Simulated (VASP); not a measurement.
# InP in VASP: further runs, part 2 of 2

VASP 6.6.1.

### 3 Work function, PBEsol

This run uses another cell than the first one, of 59.74 Å³/atom, 1.535 times its volume.

File INCAR:

```
ALGO = Normal ; DIPOL = 0.5 0.5 0.500
EDIFF = 1E-6 ; ENCUT = 520
GGA = PS ; IDIPOL = 3
ISIF = 2 ; ISMEAR = 0
KPAR = 8 ; LASPH = T
LCHARG = T ; LDIPOL = T
LREAL = F ; LVACPOTAV = T
LVHAR = T ; LWAVE = F
NELM = 80 ; PREC = Accurate
SIGMA = 0.05
```

File KPOINTS:

```
k-points
0
Gamma
  4 6 1
```

File POSCAR:

```
InP
1.0
    5.8610000000      0.0000000000      0.0000000000
    0.0000000000      4.1443528450      0.0000000000
    0.0000000000      0.0000000000     34.4330585338
In P
7 7
Direct
    0.5000000000      0.5000000000      0.3194604391
    0.0000000000      0.0000000000      0.3796402927
    0.5000000000      0.5000000000      0.4398201464
    0.0000000000      0.0000000000      0.5000000000
    0.5000000000      0.5000000000      0.5601798536
    0.0000000000      0.0000000000      0.6203597073
    0.5000000000      0.5000000000      0.6805395609
    0.7500000000      0.0000000000      0.3194604391
    0.2500000000      0.5000000000      0.3796402927
    0.7500000000      0.0000000000      0.4398201464
    0.2500000000      0.5000000000      0.5000000000
    0.7500000000      0.0000000000      0.5601798536
    0.2500000000      0.5000000000      0.6203597073
    0.7500000000      0.0000000000      0.6805395609
```

Potentials or basis: VASP PAW PBE potentials, release 64 (In_d, P).

Run with:

```sh
> cat potpaw_PBE.64/In_d/POTCAR potpaw_PBE.64/P/POTCAR > POTCAR
> mpirun -np 8 vasp_std > vasp.out
```

OUTCAR:

```text
EDIFF = 1E-6
   ENCUT = 520
   GGA = PS
   ISIF = 2
   ISMEAR = 0
   LASPH = T
   LREAL = F
   NELM = 80
   PREC = Accurate

 ion  position               nearest neighbor table
   1  0.500  0.500  0.319-   9 2.54   8 2.54   8 2.54
   2  0.000  0.000  0.380-   8 2.54   9 2.54   9 2.54  10 2.54
   3  0.500  0.500  0.440-  11 2.54  10 2.54  10 2.54   9 2.54
   4  0.000  0.000  0.500-  10 2.54  12 2.54  11 2.54  11 2.54
   5  0.500  0.500  0.560-  11 2.54  12 2.54  12 2.54  13 2.54
   6  0.000  0.000  0.620-  14 2.54  13 2.54  13 2.54  12 2.54
   7  0.500  0.500  0.681-  13 2.54  14 2.54  14 2.54
   8  0.750  0.000  0.319-   2 2.54   1 2.54   1 2.54
   9  0.250  0.500  0.380-   1 2.54   2 2.54   2 2.54   3 2.54
  10  0.750  0.000  0.440-   4 2.54   3 2.54   3 2.54   2 2.54
  11  0.250  0.500  0.500-   3 2.54   5 2.54   4 2.54   4 2.54
  12  0.750  0.000  0.560-   4 2.54   5 2.54   5 2.54   6 2.54
  13  0.250  0.500  0.620-   7 2.54   6 2.54   6 2.54   5 2.54
  14  0.750  0.000  0.681-   6 2.54   7 2.54   7 2.54

  LATTYP: Found a simple orthorhombic cell.
 ALAT       =     4.1443528450
 B/A-ratio  =     1.4142135622
 C/A-ratio  =     8.3084283172

  Lattice vectors:

 A1 = (   0.0000000000,  -4.1443528450,   0.0000000000)
 A2 = (   5.8610000000,   0.0000000000,   0.0000000000)
 A3 = (   0.0000000000,   0.0000000000,  34.4330585338)

Analysis of symmetry for initial positions (statically):
=====================================================================
 Subroutine PRICEL returns:
 Original cell was already a primitive cell.

 Routine SETGRP: Setting up the symmetry group for a
 simple orthorhombic supercell.

 Subroutine GETGRP returns: Found  4 space group operations
 (whereof  4 operations were pure point group operations)
 out of a pool of  8 trial point group operations.

The static configuration has the point symmetry C_2v.

[... 162 lines left out ...]
 dipolmoment           0.000000      0.000000     -0.000000 electrons x Angstroem

 number of electron     125.9999979 magnetization

 dipolmoment           0.000000      0.000000      0.000000 electrons x Angstroem

 Free energy of the ion-electron system (eV)
  ---------------------------------------------------
  ext. energy  EPLUGINS =         0.00000000
  ---------------------------------------------------
  free energy    TOTEN  =       -60.74068820 eV

  energy without entropy =      -60.74068820  energy(sigma->0) =      -60.74068820

 E-fermi :  -0.4358     XC(G=0):  -4.4334

 val. band max:       -0.6377009115   @ k =   0.0000   0.0000   0.0000
 cond. band min:      -0.2350933924   @ k =   0.0000   0.0000   0.0000
 fundamental gap:      0.4026075191
 Fermi energy:        -0.4357762805

 k-point     1 :       0.0000    0.0000    0.0000
  band No.  band energies     occupation
      1     -15.0185      2.00000
      2     -15.0109      2.00000
      3     -14.9850      2.00000
      4     -14.9506      2.00000
      5     -14.9504      2.00000
      6     -14.9248      2.00000
[... 925 lines left out ...]
     74       3.7310      0.00000
     75       3.7716      0.00000

------------------------ aborting loop because EDIFF is reached ----------------------------------------

  FORCE on cell =-STRESS in cart. coord.  units (eV):
  Direction    XX          YY          ZZ          XY          YZ          ZX
  --------------------------------------------------------------------------------------
  -------------------------------------------------------------------------------------
  Total       -1.7167936     -1.2278193      1.8397373      0.0000000      0.0000000      0.0000000
  in kB       -3.2887027     -2.3520199      3.5242147      0.0000000      0.0000000      0.0000000
  external PRESSURE =      -0.7055027 kB  Pullay stress =       0.0000000 kB

 VOLUME and BASIS-vectors are now :
 -----------------------------------------------------------------------------
  energy-cutoff  :      520.00
  volume of cell :      836.38
      direct lattice vectors                 reciprocal lattice vectors
     5.861000000  0.000000000  0.000000000     0.170619348  0.000000000  0.000000000
     0.000000000  4.144352845  0.000000000     0.000000000  0.241292196  0.000000000
     0.000000000  0.000000000 34.433058534     0.000000000  0.000000000  0.029041858

 POSITION                                       TOTAL-FORCE (eV/Angst)
 -----------------------------------------------------------------------------------
      2.93050      2.07218     11.00000         1.083150      0.000000      1.098850
      0.00000      0.00000     13.07218        -0.329874      0.000000      0.107269
      2.93050      2.07218     15.14435         0.270421      0.000000      0.082803
      0.00000      0.00000     17.21653        -0.144920      0.000000      0.000000
      2.93050      2.07218     19.28871         0.270421      0.000000     -0.082803
      0.00000      0.00000     21.36088        -0.329874      0.000000     -0.107269
      2.93050      2.07218     23.43306         1.083150      0.000000     -1.098850
      4.39575      0.00000     11.00000        -0.313917      0.000000     -1.159932
      1.46525      2.07218     13.07218        -0.549582      0.000000     -0.336557
      4.39575      0.00000     15.14435        -0.038821      0.000000      0.091858
      1.46525      2.07218     17.21653        -0.097835      0.000000      0.000000
      4.39575      0.00000     19.28871        -0.038821      0.000000     -0.091858
      1.46525      2.07218     21.36088        -0.549582     -0.000000      0.336557
      4.39575      0.00000     23.43306        -0.313917      0.000000      1.159932
 -----------------------------------------------------------------------------------
    total drift:                                0.000890      0.000000     -0.000000

  FREE ENERGIE OF THE ION-ELECTRON SYSTEM (eV)
  ---------------------------------------------------
  free  energy   TOTEN  =       -60.7406881989 eV

  energy  without entropy=      -60.7406881986  energy(sigma->0) =      -60.74068820

 vacuum level on the upper side and lower side of the slab         4.146         4.146
```

OSZICAR:

```text
N       E                     dE             d eps       ncg     rms          rms(c)
DAV:   1     0.113891524897E+04    0.11389E+04   -0.53113E+04  1872   0.150E+03
DAV:   2     0.777564305433E+02   -0.10612E+04   -0.10360E+04  2017   0.381E+02
DAV:   3    -0.565630040250E+02   -0.13432E+03   -0.13206E+03  2144   0.181E+02
[... 17 lines left out ...]
DAV:  21    -0.607406626235E+02   -0.15744E-04   -0.27637E-07  1368   0.232E-03    0.929E-04
DAV:  22    -0.607406791239E+02   -0.16500E-04   -0.25827E-07  1274   0.331E-03    0.598E-04
DAV:  23    -0.607406852820E+02   -0.61581E-05   -0.10873E-07  1264   0.170E-03    0.392E-04
DAV:  24    -0.607406872544E+02   -0.19724E-05   -0.28406E-08  1149   0.106E-03    0.219E-04
DAV:  25    -0.607406881989E+02   -0.94449E-06   -0.19714E-08  1074   0.809E-04
   1 F= -.60740688E+02 E0= -.60740688E+02  d E =-.258585E-09
```

stdout:

```text
POSCAR found type information on POSCAR InP
 POSCAR found :  2 types and      14 ions
 scaLAPACK will be used
 -----------------------------------------------------------------------------
|                                                                             |
[... 42 lines left out ...]
|     field-free region was found. Please increase the size of  your cell     |
|     in the dimension of the dipole correction to obtain accurate            |
|     workfunction values.                                                    |
|                                                                             |
 -----------------------------------------------------------------------------
```

It took 8.7 min on 8 MPI ranks of AMD EPYC 7R43 (Zen 3), shared host; peak memory 1.1 GiB.

Results:

- Free energy: -60.7407 eV
- Largest force: 1.543 eV/Å
- Band gap on the k mesh: 0.40 eV, direct
- Ionisation potential of the upper face: 4.78 eV

Forces in eV/Å, atoms in the order of the input:
```
In   1.083  0.000  1.099
In  -0.330  0.000  0.107
In   0.270  0.000  0.083
In  -0.145  0.000  0.000
In   0.270  0.000 -0.083
In  -0.330  0.000 -0.107
In   1.083  0.000 -1.099
P   -0.314  0.000 -1.160
P   -0.550  0.000 -0.337
P   -0.039  0.000  0.092
P   -0.098  0.000  0.000
P   -0.039  0.000 -0.092
P   -0.550  0.000  0.337
P   -0.314  0.000  1.160
```

Levels at points of the mesh, in eV from the valence-band top:
| k point | band 59 | band 60 | band 61 | band 62 | band 63 | band 64 | band 65 | band 66 | band 67 | band 68 |
| --- | --- | --- | --- | --- | --- | --- | --- | --- | --- | --- |
| (0.00, 0.00, 0.00) | -0.39 | -0.26 | -0.10 | -0.01 | 0.00 | 0.40 | 1.06 | 1.92 | 2.08 | 2.32 |
| (0.50, 0.00, 0.00) | -1.10 | -0.68 | -0.66 | -0.29 | -0.21 | 0.76 | 0.84 | 1.81 | 1.95 | 2.38 |
| (0.00, 0.50, 0.00) | -1.91 | -1.57 | -1.49 | -0.29 | -0.13 | 0.79 | 0.95 | 1.87 | 2.13 | 2.41 |
| (0.50, 0.50, 0.00) | -1.37 | -1.19 | -1.17 | -0.44 | -0.09 | 0.45 | 0.86 | 2.22 | 2.53 | 3.15 |

Caveat: the PAW data sets were made with another functional, which shifts forces and pressure a little; spin-orbit coupling is left out, which moves the levels of the heavy elements. Expect the measured gap to be larger: semilocal functionals such as PBEsol lack the derivative discontinuity.
